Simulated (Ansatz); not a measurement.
Runs of Ansatz 0.2.0 on AlNi3. The structure is cubic, space group Pm-3m (No. 221). The conventional cell has a = 3.523 Å, b = 3.523 Å, c = 3.523 Å, α = 90.00°, β = 90.00°, γ = 90.00°. Ni (site symmetry 4/mmm) is surrounded by 8 Ni at 2.49 Å and 4 Al at 2.49 Å. Around Al (site symmetry m-3m) lie 12 Ni at 2.49 Å. The cell is a database's computed one.

| spin | k mesh | gap on the mesh (eV) | pressure (GPa) | moment (μB) |
| --- | --- | --- | --- | --- |
| collinear, ferromagnetic start | 8 × 8 × 8 | none | 7.3 | 0.70 |
| collinear, antiferromagnetic start | 8 × 8 × 8 | none | 7.3 | 0.70 |
| off | 8 × 8 × 8 | none | 7.1 | - |
| non-collinear, random start | 6 × 6 × 6 | none | (a) | 0.70 |
| collinear, random start | 8 × 8 × 8 | none | 7.3 | 0.70 |
| collinear, ferrimagnetic start | 8 × 8 × 8 | none | 7.3 | 0.70 |

Alike in all rows: task single point; level PBE; potentials or basis Ansatz PAW; cell as given; cutoff (eV) 420; smearing fermi-dirac 0.05 eV.

Problem. Estimate the missing entries.

Solution. (a) 7.4.

Caveats: the starting moments weren't kept (some runs).

A gap of «none» marks a metal or a gap under the smearing width.
